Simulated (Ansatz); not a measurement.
**Compressing BP: a fit and a missing row**

BP, F-43m, a = 4.548 Å. Ansatz: PBE, PAW, 420 eV, Γ-centred 10×10×10 mesh on 2 atoms, Gaussian smearing 0.02 eV; no spin polarisation. Symmetry fixes shape and atoms, so the cell is only scaled; pressure is positive in compression.

```
V (Å³/atom) P (GPa)
     11.056    11.29
     11.409        ?
     11.761     0.01
     12.114    -4.51
     12.467    -8.43
```

Q: Take V0 = 11.761 Å³/atom, count pressures from its P0 = 0.01 GPa, fit the third-order Birch–Murnaghan form to the other rows, and predict the missing pressure.

A: With the Eulerian strain f = ½[(V0/V)^(2/3) − 1] and y = (P − P0)/[3f(1 + 2f)^(5/2)], the form is the line y = B0 + 1.5 B0 (B0′ − 4) f. Rows (f, y): 0.02104, 161.2; -0.00976, 162.2; -0.01906, 162.7. Means f = -0.002593, y = 162.03; Σ(Δf)² = 0.0008810, ΣΔfΔy = -0.03187; the slope is their ratio. y = 161.9 − 36.17 f GPa, so B0 = 161.9 GPa and B0′ = 4 + 2 × (-36.17)/(3 × 161.9) = 3.85. At V = 11.409, f = 0.01023, y = 161.53 and P = 5.22 GPa. The run gave 5.24 GPa, so the fit is 0.02 GPa too low, a small miss on the scale of the series.